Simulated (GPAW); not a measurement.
Ni:

```
CELL_PARAMETERS angstrom
0.00000 1.73757 1.73757
1.73757 0.00000 1.73757
1.73757 1.73757 0.00000
ATOMIC_POSITIONS crystal
Ni 0.00000 0.00000 0.00000
```

Base run:

```yaml
Program: GPAW 26.7.0
Functional: LDA
Potentials_or_basis: the program's PAW data sets (release 1.2.1) made for this functional
Cutoff: 600 eV
Basis: pw
k_mesh: 11 × 11 × 11
Occupations: fermi-dirac, width 0.05 eV
Spin: collinear spin, ferromagnetic start
Starting_moments: "[1.0] μB"
```

Its results: pressure -8.5 GPa; net moment 0.57 μB per cell; site moments Ni +0.60 μB.

Q: The run is repeated on the same cell with these changes: functional from LDA to PBE; potentials or basis from the program's PAW data sets (release 1.2.1) made for this functional to GPAW PAW data sets (gpaw-data 1.2.1), other valence; valence electrons from 16 to 10. What comes out?

A: Pressure -1.9 GPa; net moment 0.58 μB per cell; site moments Ni +0.62 μB.

Caveats: the stock nickel data set gives pressures a few GPa off other programs (some runs).
